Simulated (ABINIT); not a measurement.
The system is MoS2.

```
Mo S
1.0
     1.58000    0.91221    6.15000
    -1.58000    0.91221    6.15000
     0.00000   -1.82443    6.15000
Mo S
1 2
Direct
  0.00000 0.00000 0.00000
  0.41700 0.41700 0.41700
  0.25000 0.25000 0.25000
```

Measurements of this composition are mostly on another form, of space group No. 194.

Program: ABINIT 10.8.3 (patched build). Alike in all runs: no spin polarisation; cell as given; smearing fermi-dirac 0.05 eV.

Question: Order these runs on this cell by their pressure, lowest first.
A. level LDA; potentials or basis JTH PAW LDA v2.0; k mesh 10 × 10 × 10; cutoff (eV) 544; fine-grid cutoff 1088.46 eV
B. level PBE; potentials or basis PseudoDojo NC SR PBE v0.4.1 standard; k mesh 8 × 8 × 8; cutoff (eV) 952
C. level PBEsol; potentials or basis PseudoDojo NC SR PBEsol v0.4.1 standard; k mesh 10 × 10 × 10; cutoff (eV) 1088

Answer: A (-2.4 GPa), C (0.4 GPa), B (5.1 GPa).

Not every run made on this cell is shown here.
